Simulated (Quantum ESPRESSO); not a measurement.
Set up this calculation in Quantum ESPRESSO 7.5, as the native input.

```yaml
Task: band structure
Functional: LDA
Potentials_or_basis: SG15 PBE 1.2
Cutoff: 925 eV
Density_cutoff: 3701 eV
k_mesh: 8 × 8 × 8
Occupations: fermi-dirac, width 0.05 eV
Spin: no spin polarisation
Form_of_the_LDA_correlation: PZ81
Mixing_beta: 0.5
Most_SCF_iterations: 120
SCF_threshold: 2e-10 Ry
```

The system is Sr.

```
Sr
1.0
     0.00000    3.04235    3.04235
     3.04235    0.00000    3.04235
     3.04235    3.04235    0.00000
Sr
1
Cartesian
  0.0000 0.0000 0.0000
```

These files were run (other wordings do the same):

pw.in

```
&CONTROL
  calculation = 'scf'
  prefix = 'pwscf'
  outdir = './tmp'
  pseudo_dir = './pseudo'
  tprnfor = .true.
  tstress = .true.
  disk_io = 'low'
/
&SYSTEM
  ibrav = 0
  A = 4.30253263
  nat = 1
  ntyp = 1
  ecutwfc = 68
  nbnd = 10
  input_dft = 'pz'
  occupations = 'smearing'
  smearing = 'fd'
  degauss = 0.00367493
/
&ELECTRONS
  conv_thr = 2d-10
  electron_maxstep = 120
  mixing_beta = 0.5
/
ATOMIC_SPECIES
Sr    87.6200 Sr_ONCV_PBE-1.2.upf
CELL_PARAMETERS alat
   0.0000000000    0.7071067814    0.7071067814
   0.7071067814    0.0000000000    0.7071067814
   0.7071067814    0.7071067814    0.0000000000
ATOMIC_POSITIONS alat
Sr     0.0000000000    0.0000000000    0.0000000000
K_POINTS automatic
8 8 8 0 0 0
```

bands.in

```
&CONTROL
  calculation = 'bands'
  prefix = 'pwscf'
  outdir = './tmp'
  pseudo_dir = './pseudo'
  disk_io = 'low'
  verbosity = 'high'
/
&SYSTEM
  ibrav = 0
  A = 4.30253263
  nat = 1
  ntyp = 1
  ecutwfc = 68
  nbnd = 10
  input_dft = 'pz'
  occupations = 'smearing'
  smearing = 'fd'
  degauss = 0.00367493
/
&ELECTRONS
  conv_thr = 1d-08
  electron_maxstep = 120
  mixing_beta = 0.5
  diago_full_acc = .true.
  startingwfc = 'random'
/
ATOMIC_SPECIES
Sr    87.6200 Sr_ONCV_PBE-1.2.upf
CELL_PARAMETERS alat
   0.0000000000    0.7071067814    0.7071067814
   0.7071067814    0.0000000000    0.7071067814
   0.7071067814    0.7071067814    0.0000000000
ATOMIC_POSITIONS alat
Sr     0.0000000000    0.0000000000    0.0000000000
K_POINTS crystal
60
 0.0000000000  0.0000000000  0.0000000000 1
 0.0625000000  0.0000000000  0.0625000000 1
 0.1250000000  0.0000000000  0.1250000000 1
 0.1875000000  0.0000000000  0.1875000000 1
 0.2500000000  0.0000000000  0.2500000000 1
 0.3125000000  0.0000000000  0.3125000000 1
 0.3750000000  0.0000000000  0.3750000000 1
 0.4375000000  0.0000000000  0.4375000000 1
 0.5000000000  0.0000000000  0.5000000000 1
 0.5000000000  0.0625000000  0.5625000000 1
 0.5000000000  0.1250000000  0.6250000000 1
 0.5000000000  0.1875000000  0.6875000000 1
 0.5000000000  0.2500000000  0.7500000000 1
 0.4375000000  0.3125000000  0.7500000000 1
 0.3750000000  0.3750000000  0.7500000000 1
 0.3375000000  0.3375000000  0.6750000000 1
 0.3000000000  0.3000000000  0.6000000000 1
 0.2625000000  0.2625000000  0.5250000000 1
 0.2250000000  0.2250000000  0.4500000000 1
 0.1875000000  0.1875000000  0.3750000000 1
 0.1500000000  0.1500000000  0.3000000000 1
 0.1125000000  0.1125000000  0.2250000000 1
 0.0750000000  0.0750000000  0.1500000000 1
 0.0375000000  0.0375000000  0.0750000000 1
 0.0000000000  0.0000000000  0.0000000000 1
 0.0625000000  0.0625000000  0.0625000000 1
 0.1250000000  0.1250000000  0.1250000000 1
 0.1875000000  0.1875000000  0.1875000000 1
 0.2500000000  0.2500000000  0.2500000000 1
 0.3125000000  0.3125000000  0.3125000000 1
 0.3750000000  0.3750000000  0.3750000000 1
 0.4375000000  0.4375000000  0.4375000000 1
 0.5000000000  0.5000000000  0.5000000000 1
 0.5250000000  0.4500000000  0.5250000000 1
 0.5500000000  0.4000000000  0.5500000000 1
 0.5750000000  0.3500000000  0.5750000000 1
 0.6000000000  0.3000000000  0.6000000000 1
 0.6250000000  0.2500000000  0.6250000000 1
 0.5833333333  0.2500000000  0.6666666667 1
 0.5416666667  0.2500000000  0.7083333333 1
 0.5000000000  0.2500000000  0.7500000000 1
 0.5000000000  0.2857142857  0.7142857143 1
 0.5000000000  0.3214285714  0.6785714286 1
 0.5000000000  0.3571428571  0.6428571429 1
 0.5000000000  0.3928571429  0.6071428571 1
 0.5000000000  0.4285714286  0.5714285714 1
 0.5000000000  0.4642857143  0.5357142857 1
 0.5000000000  0.5000000000  0.5000000000 1
 0.4821428571  0.4821428571  0.5357142857 1
 0.4642857143  0.4642857143  0.5714285714 1
 0.4464285714  0.4464285714  0.6071428571 1
 0.4285714286  0.4285714286  0.6428571429 1
 0.4107142857  0.4107142857  0.6785714286 1
 0.3928571429  0.3928571429  0.7142857143 1
 0.3750000000  0.3750000000  0.7500000000 1
 0.6250000000  0.2500000000  0.6250000000 1
 0.5937500000  0.1875000000  0.5937500000 1
 0.5625000000  0.1250000000  0.5625000000 1
 0.5312500000  0.0625000000  0.5312500000 1
 0.5000000000  0.0000000000  0.5000000000 1
```

Potentials or basis: SG15 PBE 1.2.

Launch:

```bash
$ OMP_NUM_THREADS=1 pw.x -in pw.in > pw.out
$ OMP_NUM_THREADS=1 pw.x -in bands.in > bands.out
```

Results of the run:

- Pressure: -1.6 GPa
- Band gap on the k mesh: none (metal or under the smearing width)

Caveat: the potentials were made for another functional, which shifts forces and pressure; some levels on the path didn't converge.

Run time: 53 s on 1 thread of Arm Neoverse V1, with other jobs on the host, peak memory 0.09 GiB.
